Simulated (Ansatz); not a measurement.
# How much does Sn in Cu(100), 2x2 scatter?, part 3 of 3

How strong a scatterer is Sn in Cu(100), 2x2, and does relaxation matter?

Ansatz 0.2.0; Ansatz plane-wave DFT, PBE, PAW files; ballistic transport by layer matching (Landauer), zero bias; PAW set soft_1 (the session's first sound run).

So far, resistivity per at.% scaled from this dense plane, with the factor 3/4 for isotropic scattering (µΩ cm): step 3 (resistance at ideal sites) 2.92.

## Step 5: Transmission after relaxation, relaxed yes

The transmission is solved again on the relaxed atoms.

This step: Ansatz plane-wave DFT, PBE, PAW files; ballistic transport by layer matching (Landauer), zero bias; PAW set soft_1 (Ansatz 0.2.0).

input.yaml

```yaml
crystal:
  lattice:
    - [5.1123254594, 0.0, 0.0]
    - [0.0, 5.1123254594, 0.0]
    - [0.0, 0.0, 25.30472]
  atoms:
    - { symbol: Cu, position: [0.0, 0.0, 0.0357142857] }
    - { symbol: Cu, position: [0.0, 0.5, 0.0357142857] }
    - { symbol: Cu, position: [0.5, 0.0, 0.0357142857] }
    - { symbol: Cu, position: [0.5, 0.5, 0.0357142857] }
    - { symbol: Cu, position: [0.25, 0.25, 0.1071428571] }
    - { symbol: Cu, position: [0.25, 0.75, 0.1071428571] }
    - { symbol: Cu, position: [0.75, 0.25, 0.1071428571] }
    - { symbol: Cu, position: [0.75, 0.75, 0.1071428571] }
    - { symbol: Cu, position: [0.0, 0.0, 0.1785714286] }
    - { symbol: Cu, position: [0.0, 0.5, 0.1785714286] }
    - { symbol: Cu, position: [0.5, 0.0, 0.1785714286] }
    - { symbol: Cu, position: [0.5, 0.5, 0.1785714286] }
    - { symbol: Cu, position: [0.25, 0.25, 0.25] }
    - { symbol: Cu, position: [0.25, 0.75, 0.25] }
    - { symbol: Cu, position: [0.75, 0.25, 0.25] }
    - { symbol: Cu, position: [0.75, 0.75, 0.25] }
    - { symbol: Cu, position: [0.0002487206, 0.0002487206, 0.3196275259] }
    - { symbol: Cu, position: [0.0002487206, 0.4997512794, 0.3196275259] }
    - { symbol: Cu, position: [0.4997512794, 0.0002487206, 0.3196275259] }
    - { symbol: Cu, position: [0.4997512794, 0.4997512794, 0.3196275259] }
    - { symbol: Cu, position: [0.25, 0.25, 0.3896557646] }
    - { symbol: Cu, position: [0.25, 0.75, 0.3895155021] }
    - { symbol: Cu, position: [0.75, 0.25, 0.3895155021] }
    - { symbol: Cu, position: [0.75, 0.75, 0.3887870606] }
    - { symbol: Cu, position: [-0.0052725426, -0.0052725426, 0.4595281729] }
    - { symbol: Cu, position: [-0.0052725426, 0.5052725426, 0.4595281729] }
    - { symbol: Cu, position: [0.5052725426, -0.0052725426, 0.4595281729] }
    - { symbol: Cu, position: [0.5052725426, 0.5052725426, 0.4595281729] }
    - { symbol: Sn, position: [0.25, 0.25, 0.5348353123] }
    - { symbol: Cu, position: [0.25, 0.75, 0.5348422822] }
    - { symbol: Cu, position: [0.75, 0.25, 0.5348422822] }
    - { symbol: Cu, position: [0.75, 0.75, 0.5348464473] }
    - { symbol: Cu, position: [-0.0052497603, -0.0052497603, 0.6101537453] }
    - { symbol: Cu, position: [-0.0052497603, 0.5052497603, 0.6101537453] }
    - { symbol: Cu, position: [0.5052497603, -0.0052497603, 0.6101537453] }
    - { symbol: Cu, position: [0.5052497603, 0.5052497603, 0.6101537453] }
    - { symbol: Cu, position: [0.25, 0.25, 0.680069259] }
    - { symbol: Cu, position: [0.25, 0.75, 0.6801751655] }
    - { symbol: Cu, position: [0.75, 0.25, 0.6801751655] }
    - { symbol: Cu, position: [0.75, 0.75, 0.6808710427] }
    - { symbol: Cu, position: [0.0, 0.0, 0.75] }
    - { symbol: Cu, position: [0.0, 0.5, 0.75] }
    - { symbol: Cu, position: [0.5, 0.0, 0.75] }
    - { symbol: Cu, position: [0.5, 0.5, 0.75] }
    - { symbol: Cu, position: [0.25, 0.25, 0.8214285714] }
    - { symbol: Cu, position: [0.25, 0.75, 0.8214285714] }
    - { symbol: Cu, position: [0.75, 0.25, 0.8214285714] }
    - { symbol: Cu, position: [0.75, 0.75, 0.8214285714] }
    - { symbol: Cu, position: [0.0, 0.0, 0.8928571429] }
    - { symbol: Cu, position: [0.0, 0.5, 0.8928571429] }
    - { symbol: Cu, position: [0.5, 0.0, 0.8928571429] }
    - { symbol: Cu, position: [0.5, 0.5, 0.8928571429] }
    - { symbol: Cu, position: [0.25, 0.25, 0.9642857143] }
    - { symbol: Cu, position: [0.25, 0.75, 0.9642857143] }
    - { symbol: Cu, position: [0.75, 0.25, 0.9642857143] }
    - { symbol: Cu, position: [0.75, 0.75, 0.9642857143] }
kpoints:
  mp_grid: { grid: [4, 4, 1] }
hamiltonian:
  xc: pbe
  pseudopotentials: { kind: paw, azcp: { folder: soft_1 } }
scf:
  occupations: { method: fermi_dirac, width: 0.1 }
output:
  transmission: { leads: [[0, 4]], kmesh: [8, 8], e_range: [-0.05, 0.05], de: 0.05 }
  write_potential: true
  write_density: true
  volumetric_format: npy
```

Started as:

```
ansatz run input.yaml --threads 4 --pin off --max-ram 15360MiB --backend cpu --events-out ev --progress --plain --runs-dir out
```

Numbers of over 12 decimals in the logs are rounded to 6 here.

The program printed:

```text
[...]
Crystal: 56 atoms, lattice volume = 661.361 Å³
Basis set: ecut = 420 eV, 12885 PW (Γ)
Bands: 636, of which v1, the nominal top of the filled ones, is band 530 counted from 1 (529 counted from 0)
Symmetry: 8 space group operations
[...]
k-points: 6 of 16
[...]
SCF iter   1: F=—  HF=-370460.051554 eV  |F-HF|=—  |Δ(HF+E_count)|=         —  Δρ=2.69e-1  dr2=3.82e2  ethr=3.10e-3  ⟨swp⟩=4.8  Hψ=11580  notcnv=0  defer=45
[...]
SCF iter  17: F=-370408.618422 eV  HF=-370408.618422 eV  |F-HF|=4.66e-9  |Δ(HF+E_count)|=   1.90e-8  Δρ=1.47e-6  dr2=1.13e-8  ethr=9.44e-12  ⟨swp⟩=7.5  Hψ=13744  notcnv=0
SCF 1 converged in 17 iterations: F = -370408.618422 eV  dr2 = 1.13e-8
[...]
transmission: 62 of 600 steps passed
transmission: 122 of 600 steps passed
[...]
transmission: 600 of 600 steps passed
SCF converged after 17 iterations
Free energy (F): -370408.618422 eV
[...]
Internal energy: -370407.833747 eV  (E = F + TS)
E sigma→0 (E₀):  -370408.226084 eV
Entropy (-TS):   -0.784675 eV (-14.012 meV/atom)
Fermi energy:    16.652413 eV
[...]
--- Band table (eV; the first three rows and the last of 6) ---
  k-point 0: bands = [... 526 lower, 16.0928, 16.1748, 16.1897, 16.1933, 16.1933, 16.2635, 16.2656, 16.2656, ... 102 higher]
  k-point 1: bands = [... 526 lower, 16.5081, 16.5092, 16.5704, 16.5856, 16.6955, 16.6974, 16.7868, 16.7899, ... 102 higher]
  k-point 2: bands = [... 526 lower, 16.9334, 16.9612, 16.9740, 17.0131, 17.0189, 17.0244, 17.0389, 17.0423, ... 102 higher]
  k-point 5: bands = [... 526 lower, 15.7976, 15.8253, 16.6151, 16.6574, 16.7485, 16.7485, 16.7726, 16.7731, ... 102 higher]
--- Transmission ---
  basis      : 225 plane waves across, 40 finite elements along
  points     : 15, standing for a mesh of 8 x 8
[...]
channels       : 3.703125e0 a spin
[...]
junction   : crystal 0 to crystal 0, 0.70 to 24.20 Å
    transmission   : 3.016035e0 a spin
[...]
```

Run time: 6.2 min. Hardware: 4 threads of Arm Neoverse V1, shared host; peak memory 6.5 GiB.

This step gave:

```yaml
free_energy: -370408.6184 eV
energy_at_zero_smearing: -370408.2261 eV
transmission_per_spin_nearest_the_fermi_level: 3.016
open_channels_per_spin_nearest_the_fermi_level: 3.703
step_of_the_lead_s_potential: 2.4 meV
```

Per spin. Table of transmission, zone mean by energy, zero at the Fermi level:

| energy (eV) | transmission, zone mean |
| --- | --- |
| -0.0500 | 2.95 |
| 0.0000 | 3.02 |
| 0.0500 | 3.01 |

Transmission over k1 and k2. At 0.0000 eV from the Fermi level.

Values, 8 rows by 8 columns:
```
3.96 3.95 3.89 3.61 2.63 3.61 3.89 3.95
3.93 3.89 3.81 2.82 1.96 2.82 3.81 3.89
3.73 3.61 2.82 1.03 0.80 1.03 2.82 3.61
1.27 2.63 1.96 0.80 0.79 0.80 1.96 2.63
3.73 3.61 2.82 1.03 0.80 1.03 2.82 3.61
3.93 3.89 3.81 2.82 1.96 2.82 3.81 3.89
3.96 3.95 3.89 3.61 2.63 3.61 3.89 3.95
3.96 3.96 3.93 3.73 1.27 3.73 3.93 3.96
```
Columns: k1 (b1) from -0.5 to 0.375; rows upwards: k2 (b2) from -0.5 to 0.375.

Over the solved energies the transmission per spin lies between 2.95 and 3.02, out of 3.66 channels of the lead on average (up to 3.70).

## Step 6: Resistance after relaxation

This step: Ansatz plane-wave DFT, PBE, PAW files; ballistic transport by layer matching (Landauer), zero bias; area resistance of the defect plane and resistivity an atomic per cent; PAW set soft_1 (Ansatz 0.2.0).

Numbers from this step:

```yaml
area_resistance: 0.2052 fΩ m²
t_over_the_leads_mean_channel_count: 0.8178
resistivity_per_at_scaled_from_this_dense_plane_with_the_factor_3_over_4_for_isotropic_scattering: 3.406 µΩ cm
```

Averaged over the energies near the Fermi level, 81.8 % of the channels pass, which makes 0.205 fΩ m², against 0.176 on ideal sites.

## Step 7: What came out

* share of channels that pass, rigid: 0.841
* area resistance, rigid: 0.176 fΩ m²
* resistivity per at.% from the area resistance, times 3/4, rigid: 2.92 µΩ cm
* share of channels that pass, relaxed: 0.818
* area resistance, relaxed: 0.205 fΩ m²
* resistivity per at.% from the area resistance, times 3/4, relaxed: 3.41 µΩ cm

What this shows: The plane of defects adds 0.21 fΩ m². Scaled to one atomic per cent that is 4.5 µΩ cm as it stands and 3.4 with the factor 3/4 for isotropic scattering on a spherical Fermi surface; with the reflection in place of the resistance taken as linear in the density it would be 2.8. These are rough estimates of the dilute value, not bounds. One Sn in each 2x2 cell reflects 18 % of the lead's channels. The relaxed cell differs by 17 % in resistance; between the two runs the lead's own channel count goes from 3.62 to 3.66, so sampling may have a part in it. The defects form a dense periodic sheet that scatters coherently, unlike a dilute random alloy. T and N are means over the solved energies nearest the Fermi level.

[Logs are printed without paths, hosts, clocks, repeated set-up lines and the standing remarks that a program may print on its own settings, such as how far it seeks lower states.]

[Hosts, paths, dates, database ids (printed as entryN), source tags and the programs' standing remarks are cut or masked in the printed files.]
